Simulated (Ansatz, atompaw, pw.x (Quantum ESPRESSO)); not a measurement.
**pw.x on bcc H: one setting changed**

Potential: PAW, atompaw 4.2.0.5, PBE; core none, reference 1s1; waves: 1s (bound): rc 1.45 bohr; 1s channel at 0.45 Ry: rc 1.45 bohr; 2p channel at -0.05 Ry: rc 1.45 bohr; local part: troulliermartins scheme with l = 2 at -0.5 Ry, radius 1.25 bohr; core correction: none; augmentation: besselshape compensation charge, radius 1.10 bohr; PAW radius 1.45 bohr; waves and projectors: custom polynom2 7 10 vanderbiltortho.

The reference run (k-mesh 18³, cutoffs 40/400 Ry, Fermi–Dirac 0.01 Ry, mixing_beta 0.4, conv_thr 1e-9, no spin) gives -1.77 GPa at 3.033 Å³/atom, where all-electron LAPW gives -2.27 GPa. This run, with its own iteration cap, changes k-mesh points per axis to 4.

```
&control
  calculation='scf', prefix='x', pseudo_dir='./', outdir='./tmp', tstress=.true., disk_io='none'
/
&system
  ibrav=0, nat=1, ntyp=1, ecutwfc=40, ecutrho=400, nbnd=7,
  occupations='smearing', smearing='fd', degauss=0.01
/
&electrons
  conv_thr=1e-09, mixing_beta=0.4, electron_maxstep=60
/
ATOMIC_SPECIES
H 1.0 H.UPF
CELL_PARAMETERS angstrom
  -0.91187954 0.91187954 0.91187954
  0.91187954 -0.91187954 0.91187954
  0.91187954 0.91187954 -0.91187954
ATOMIC_POSITIONS crystal
H 0.0000 0.0000 0.0000
K_POINTS automatic
4 4 4 0 0 0
```

```bash
pw.x < H.scf.in > H.scf.out
```

Problem. How does the run end?

Solution. It converges in 6 iterations; the free energy moves by +541.4 meV/atom and the pressure by +25.42 GPa.

```
Message from routine setup:
     using ibrav=0 with symmetry is DISCOURAGED, use correct ibrav instead
     lattice parameter (alat)  =       2.9847  a.u.
     unit-cell volume          =      20.4677 (a.u.)^3
     number of electrons       =         1.00
     number of Kohn-Sham states=            7
     kinetic-energy cutoff     =      40.0000  Ry
     charge density cutoff     =     400.0000  Ry
     scf convergence threshold =      1.0E-09
     Exchange-correlation= SLA PW PBX PBC
     number of k points=     8  Fermi-Dirac smearing, width (Ry)=  0.0100
     iteration #  1     ecut=    40.00 Ry     beta= 0.40
     total energy              =      -1.03500650 Ry
     estimated scf accuracy    <       0.00004603 Ry
     iteration #  2     ecut=    40.00 Ry     beta= 0.40
     total energy              =      -1.03512447 Ry
     estimated scf accuracy    <       0.00001761 Ry
     iteration #  3     ecut=    40.00 Ry     beta= 0.40
     total energy              =      -1.03512691 Ry
     estimated scf accuracy    <       0.00000002 Ry
     iteration #  4     ecut=    40.00 Ry     beta= 0.40
     total energy              =      -1.03512697 Ry
     estimated scf accuracy    <       0.00000002 Ry
     iteration #  5     ecut=    40.00 Ry     beta= 0.40
     total energy              =      -1.03512699 Ry
     estimated scf accuracy    <          2.8E-09 Ry
     iteration #  6     ecut=    40.00 Ry     beta= 0.40
     the Fermi energy is     3.2623 ev
!    total energy              =      -1.03512699 Ry
     estimated scf accuracy    <          4.9E-11 Ry
     smearing contrib. (-TS)   =      -0.00517253 Ry
     The total energy is F=E-TS. E is the sum of the following terms:
     one-electron contribution =       0.67273632 Ry
     hartree contribution      =       0.02173476 Ry
     xc contribution           =      -0.66823707 Ry
     ewald contribution        =      -1.05595055 Ry
     one-center paw contrib.   =      -0.00023791 Ry
     convergence has been achieved in   6 iterations
          total   stress  (Ry/bohr**3)                   (kbar)     P=      236.46
     Message from routine punch:
     Nothing written, as per user request (disk_io='none')
```

The run took about 0.9 s on one core of a shared host (Intel(R) Xeon(R) 6975P-C, 192 threads, 378 GiB, load 12).
